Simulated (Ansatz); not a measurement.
Relaxed-ion elastic tensor of InCuS2 (chalcopyrite, I-42d) in GPa (Voigt order), DFT-PBEsol in the program Ansatz with PAW potentials; density 4.85 g/cm³, 20.75 Å³ per atom.

|  | 1 | 2 | 3 | 4 | 5 | 6 |
|---|---|---|---|---|---|---|
| 1 | 96.8 | 65.0 | 66.0 | 0.0 | 0.0 | 0.0 |
| 2 | 65.0 | 96.8 | 66.0 | 0.0 | 0.0 | 0.0 |
| 3 | 66.0 | 66.0 | 97.9 | 0.0 | 0.0 | 0.0 |
| 4 | 0.0 | 0.0 | 0.0 | 39.0 | 0.0 | 0.0 |
| 5 | 0.0 | 0.0 | 0.0 | 0.0 | 39.0 | 0.0 |
| 6 | 0.0 | 0.0 | 0.0 | 0.0 | 0.0 | 36.9 |

**Question.** Is the crystal mechanically stable?

**Answer.** Yes: the smallest eigenvalue of C is 31.2 GPa.

**Question.** Work out the Voigt, Reuss and Hill averages.

**Answer.** K_V = 76.2, K_R = 76.1, K_H = 76.2; G_V = 29.3, G_R = 24.4, G_H = 26.8 GPa.

**Question.** Give Young's modulus, Poisson's ratio, Pugh's ratio and the universal anisotropy index.

**Answer.** E = 9KG/(3K + G) = 72.1 GPa; ν = 0.34; K/G = 2.84 (ductile by the Pugh limit of 1.75); A_U = 5G_V/G_R + K_V/K_R − 6 = 1.01.

**Question.** Estimate the sound speeds and the Debye temperature.

**Answer.** v_l = √((K + 4G/3)/ρ) = 4800 m/s, v_t = √(G/ρ) = 2350 m/s, mean 2640 m/s; Θ = (h/k)(3n/4πV)^(1/3) v_m = 286 K.

**Question.** Solve the Christoffel equation for the three sound speeds along x, y, z.

**Answer.** Eigenvalues of C_ijkl n_j n_l equal ρv². In km/s, slowest first: x 2.76, 2.84, 4.47; y 2.76, 2.84, 4.47; z 2.84, 2.84, 4.49.

**Question.** How much does each axis shrink under pressure?

**Answer.** Linear compressibilities β_i = Σ_j S_ij (j = 1 to 3): x 4.5, y 4.5, z 4.2 per TPa.

Symmetry was held in the PBEsol relaxation. No spin polarisation was allowed. As this level gives no gap, shear constants depend on the k-mesh and smearing (Fermi–Dirac, 0.1 eV here).

Potentials: the later of the program's two PAW sets.
